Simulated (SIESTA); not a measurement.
Here is a SIESTA 5.4.2 calculation.

WC.fdf

```
SystemName                      WC
SystemLabel                     WC
NumberOfSpecies                 2
NumberOfAtoms                   2
%block ChemicalSpeciesLabel
  1  74 W
  2   6 C
%endblock ChemicalSpeciesLabel

LatticeConstant                 1.0 Ang
%block LatticeVectors
     0.0000000000     2.1926840000     2.1926840000
     2.1926840000     0.0000000000     2.1926840000
     2.1926840000     2.1926840000     0.0000000000
%endblock LatticeVectors
AtomicCoordinatesFormat         Fractional
%block AtomicCoordinatesAndAtomicSpecies
     0.0000000000     0.0000000000     0.0000000000  1  W
     0.5000000000     0.5000000000     0.5000000000  2  C
%endblock AtomicCoordinatesAndAtomicSpecies

%block kgrid.MonkhorstPack
    8   0   0  0.0
    0   8   0  0.0
    0   0   8  0.0
%endblock kgrid.MonkhorstPack
XC.Functional                   GGA
XC.Authors                      PBEsol
PAO.BasisSize                   DZP
PAO.EnergyShift                 0.003 Ry
Mesh.Cutoff                     800 Ry
OccupationFunction              FD
ElectronicTemperature           0.05 eV
MaxSCFIterations                120
SCF.MustConverge                false
SCF.Mixer.Method                Pulay
SCF.Mixer.Weight                0.25
SCF.Mixer.History               8
SCF.DM.Tolerance                5.0e-05
SCF.H.Tolerance                 1.0e-03 eV
WriteForces                     true
Charge.Mulliken                 end
%block ProjectedDensityOfStates
  EF -25.0 10.0 0.1 201 eV
%endblock ProjectedDensityOfStates
%block PDOS.kgrid.MonkhorstPack
   12   0   0  0.0
    0  12   0  0.0
    0   0  12  0.0
%endblock PDOS.kgrid.MonkhorstPack
%block PAO.Basis
  W 5
  n=5 0 2
    3.045 0.000
  n=6 0 2
    7.595 0.000
  n=5 1 2
    3.655 0.000
  n=6 1 1
    7.595
  n=5 2 2
    6.615 0.000
%endblock PAO.Basis
```

Potentials or basis: PseudoDojo 0.4 standard (PBEsol files), DZP (energy shift 0.003 Ry; two zetas on semicore shells).

Command:

```bash
$ siesta WC.fdf > WC.out 2>&1
```

Problem. What does it give for the pressure?

Solution. 0.0 GPa.

Problem. Estimate the band gap on the k mesh.

Solution. None (metal or under the smearing width).

States per cell in windows of 1 eV (zero at the Fermi level; states under -8 eV left out):
```csv
from (eV),total,W_d,C_p,W_p,C_d,C_s,W_s
-8.0,0.62,0.21,0.31,0.02,0.01,0.02,0.06
-7.0,2.34,1.08,1.00,0.18,0.04,0.02,0.02
-6.0,1.39,0.75,0.55,0.04,0.03,0.01,0.00
-5.0,0.57,0.31,0.23,0.01,0.01,0.00,0.00
-4.0,0.26,0.14,0.11,0.01,0.00,0.00,0.00
-3.0,0.57,0.34,0.19,0.02,0.02,0.01,0.00
-2.0,0.66,0.46,0.15,0.01,0.03,0.01,0.00
-1.0,0.75,0.58,0.12,0.01,0.03,0.01,0.01
0.0,1.62,1.30,0.23,0.01,0.04,0.01,0.02
1.0,1.68,1.24,0.35,0.03,0.03,0.01,0.03
2.0,1.34,0.96,0.28,0.02,0.03,0.01,0.02
3.0,0.47,0.26,0.13,0.01,0.03,0.02,0.02
4.0,0.66,0.36,0.19,0.02,0.04,0.04,0.01
5.0,0.62,0.35,0.12,0.03,0.04,0.07,0.02
6.0,0.87,0.43,0.24,0.13,0.04,0.04,0.01
7.0,0.65,0.28,0.21,0.11,0.03,0.02,0.02
```

Caveat: short orbitals over semicore shells can move pressures by several GPa; the basis of atomic orbitals isn't converged, which shifts pressures, moduli and gaps. The run has no spin-orbit coupling, so splittings on W are missing.
